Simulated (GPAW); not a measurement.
The system is GaN.

```
Ga N
1.0
     0.00000    2.25350    2.25350
     2.25350    0.00000    2.25350
     2.25350    2.25350    0.00000
Ga N
1 1
Direct
  0.00000 0.00000 0.00000
  0.75000 0.75000 0.75000
```

The cell is a database's computed one.

Base run:

| Quantity | Value |
| --- | --- |
| Program | GPAW 26.7.0 |
| Functional | PBE |
| Potentials or basis | JTH PAW 2.0, PBE |
| Cutoff | 800 eV |
| Basis | pw |
| k mesh | 10 × 10 × 10 |
| Occupations | fermi-dirac, width 0.05 eV |
| Spin | no spin polarisation |

Its results: band gap on the k mesh 1.71 eV, direct; pressure 5.3 GPa.

**Question.** The run is repeated on the same cell with these changes: potentials or basis from JTH PAW 2.0, PBE to PAW data sets generated in the run's folder for this functional; valence electrons from 18 to 8. What comes out?

**Answer.** Band gap on the k mesh 1.84 eV, direct; pressure 12.6 GPa.

Caveats: the program truncates these outside data sets (some runs).

Not every run made on this cell is shown here.
